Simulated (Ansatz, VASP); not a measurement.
**SiO2: VASP beside Ansatz**

```
Si O
1.0
    -2.93352    2.93352    5.85093
     2.93352   -2.93352    5.85093
     2.93352    2.93352   -5.85093
Si O
4 8
Direct
  0.37500 0.98638 0.11138
  0.73638 0.12500 0.11138
  0.01362 0.62500 0.88862
  0.87500 0.26362 0.88862
  0.59787 0.09787 0.19575
  0.15213 0.84787 0.00000
  0.10516 0.10516 0.00000
  0.64484 0.14484 0.50000
  0.89484 0.89484 0.00000
  0.85516 0.35516 0.50000
  0.84787 0.15213 0.00000
  0.90213 0.40213 0.80425
```

Alike in both runs: task single point; functional PBE; k mesh 4 × 4 × 4; occupations gaussian, width 0.1 eV; no spin polarisation.

```csv
,VASP,Ansatz
version,VASP 6.6.1,Ansatz 0.2.0
potentials or method,"VASP PAW PBE potentials, release 64 (Si, O)","scalar-relativistic, plane waves, PAW"
plane-wave cutoff (eV),520,420
valence electrons in the cell,64,64
```

Ansatz gave:

* gap on the k mesh at the Fermi level (eV): 0.90
* least direct gap on the mesh (eV): 1.36
* rms of the force components (eV/Å): 5.934

Problem. Estimate VASP's values.

Solution. gap on the k mesh at the Fermi level (eV): 0.89; least direct gap on the mesh (eV): 1.36; rms of the force components (eV/Å): 5.907.

Atom by atom the forces differ by 0.028 eV/Å (rms over components). The functional is the same, so the differences come from potentials, cutoffs and numerics.

Caveats: forces of over 1 eV/Å show positions far from the minimum, so gaps and moduli don't describe the material at rest. As with any semilocal functional, this PBE gap is likely too small. A k mesh can miss the band edges.
